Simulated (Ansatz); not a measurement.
# MgO: a single-point run

The task is a single-point run on MgO. The structure is shown as the input types it. The cell is built on a prototype (CsCl type) and needn't be the phase found in nature.

Computed with Ansatz 0.2.0 (density functional or hybrid calculation with the settings of its input, plane waves (as first typed), unless a step's input says otherwise).

1 further run of the same task is left out (it didn't finish).

## (1) The structure to begin with

Symmetry: Pm-3m, No. 221, cubic system. Conventional cell: a = 2.623 Å, b = 2.623 Å, c = 2.623 Å, α = 90.00°, β = 90.00°, γ = 90.00°. Around Mg (site symmetry m-3m) lie 8 O at 2.27 Å. O (site symmetry m-3m) is surrounded by 8 Mg at 2.27 Å.

As a file:

```
Mg O
1.0
     2.62335    0.00000    0.00000
     0.00000    2.62335    0.00000
     0.00000    0.00000    2.62335
Mg O
1 1
Direct
  0.00000 0.00000 0.00000
  0.50000 0.50000 0.50000
```

## (2) Input and run

File input.yaml:

```yaml
crystal:
  lattice:
    - [2.6233491285, 0.0, 0.0]
    - [0.0, 2.6233491285, 0.0]
    - [0.0, 0.0, 2.6233491285]
  atoms:
    - { symbol: Mg, position: [0.0, 0.0, 0.0] }
    - { symbol: O, position: [0.5, 0.5, 0.5] }
kpoints:
  mp_grid: { grid: [2, 4, 6] }
hamiltonian:
  xc: pbe
scf:
  occupations: { method: fixed }
  n_extra_bands: 4
output:
  forces: true
  stress: true
  eigenvalues: true
```

Command:

```console
$ ansatz run input.yaml --threads 4 --pin off --max-ram 3686MiB --backend cpu --events-out ev --progress --plain --runs-dir out
```

What happens when this is run?

This run ends as converged, with warnings (symmetry narrowed by mesh). Its log warns: «crystal.symmetry: narrowed to the stabiliser of the k-point mesh — unitary ops 48 → 8; excluded 40 operations that carry a point of the 2×4×6 mesh (shift [0, 0 ...»

The suspect setting: kpoints.mp_grid.grid is [2, 4, 6]. The mesh doesn't respect the lattice's symmetry: fewer operations survive, and spurious anisotropy appears.

To check: set kpoints.mp_grid.grid to [6, 6, 6].
